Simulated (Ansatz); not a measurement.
Consider ZnTe in the zinc blende structure (space group F-43m, No. 216; a = 6.066 Å). Axes: x, y, z lie along the cube axes.

Structures relaxed with PBEsol/PAW in Ansatz (an electronic-structure program), no SOC.

Base:

Simulated powder pattern, Cu Kα1, λ = 1.54056 Å (kinematic, ideal powder, no thermal factors, no anomalous dispersion; the 8 strongest lines at most, above 2 %, up to 2θ = 90°):

```tsv
2θ (°)	I/Imax (%)	hkl
25.41	100	(111)
29.43	6.7	(200)
42.10	72	(220)
49.82	47	(311)
61.06	12	(400)
67.22	19	(331)
76.94	23	(422)
82.58	14	(511)
```

After one change:

Simulated powder pattern, Cu Kα1, λ = 1.54056 Å (kinematic, ideal powder, no thermal factors, no anomalous dispersion; the 8 strongest lines at most, above 2 %, up to 2θ = 90°):

```
2θ (°)  I/Imax (%)
------  ----------
25.29          100
25.54          100
41.78           24
42.10           96
42.42           23
49.61           32
50.03           30
61.06           23
```

Problem. What was done to the base?
(A) tensor shear ε_yz = +0.73 %
(B) biaxial strain −2.46 %, plane normal [111], relaxed out of plane
(C) isotropic strain −2.62 %
(D) biaxial strain +2.56 %, plane normal [001], relaxed out of plane

Solution. A, tensor shear ε_yz = +0.73 %. Its volume per atom is 27.90 Å³ against 27.90 Å³, and its space group is Imm2 (No. 44).

Stability against distortions was not tested.
